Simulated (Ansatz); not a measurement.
Squeezing Li$_{2}$S

```
Li S
1.0
     0.00000    2.84450    2.84450
     2.84450    0.00000    2.84450
     2.84450    2.84450    0.00000
Li S
2 1
Direct
  0.25000 0.25000 0.25000
  0.75000 0.75000 0.75000
  0.00000 0.00000 0.00000
```

The base volume is that of a database entry, with shape and atoms relaxed on PAW files at held volume, so it needn't be at zero pressure; the structure needn't be the stable phase, at rest or compressed.

Its volume is scaled, and at each volume shape and atoms are relaxed on PAW files; all methods then take that cell.

All numbers are PBEsol results (scalar-relativistic) from Ansatz 0.2.0, with a Γ-centred 9×9×9 k mesh, Fermi–Dirac smearing of 0.03 eV, no spin polarisation. Methods: LAPW: all electrons, basis error target 1 meV/atom; PAW: frozen-core files, cutoff 420 eV; crystal datasets: all electrons, by PAW datasets that the program makes for each cell.

Energies are extrapolated to zero smearing and count from the unscaled cell; pressure is positive in compression; gaps take the mesh and a band path. No temperature or zero-point motion is included.

The PAW files were made under PBE. The structure type is held throughout; the real material can change phase at far lower pressure.

```tsv
V/V0	V (Å³/atom)	P LAPW (GPa)	ΔE LAPW (eV/atom)	P PAW − LAPW (GPa)	ΔE PAW − LAPW (meV/atom)	gap (eV)	space group	shortest distance (Å)
1.00	15.34	-0.76	0.000	0.02	0.0	3.22	Fm-3m	2.463
0.75	11.51	19.06	0.169	0.04	0.8	?	Fm-3m	?
0.45	6.90	146.6	1.974	0.07	2.0	1.38	Fm-3m	1.888
0.40	6.14	210.5	2.818	0.15	2.5	0.86	Fm-3m	1.815
```

Problem. Fill in "shortest distance (Å)" for the row "0.75".

Solution. 2.238.

Problem. Give the missing entry: row "0.75", column "gap (eV)".

Solution. 2.87.

Problem. From the table, what is the rise of the enthalpy H = E + pV up to the last row, and how stiff is the crystal between the last two rows?

Solution. ΔH = 2.818 eV + (210.5 GPa × 6.14 Å³ + 0.76 GPa × 15.34 Å³) × 0.006242 eV/(GPa·Å³) = 10.95 eV/atom, of which pV makes 74 %. The mean bulk modulus there is −ΔP/Δln V = 542 GPa.

Problem. At the smallest volume, how far do crystal datasets lie from LAPW in pressure?

Solution. crystal datasets: -0.01 GPa, on a LAPW pressure of 210.5 GPa.

Problem. How do the Löwdin populations by LAPW change from the unscaled cell to the last row?

Solution. Li 1s 1.98 → 1.93, Li 2s 0.38 → 0.33, S 3s 1.75 → 1.65, S 3p 5.38 → 5.57 electrons an atom. These are projections on the shells that the free atoms fill; 0.15 e a cell lies outside them at the start and 0.25 e at the end.
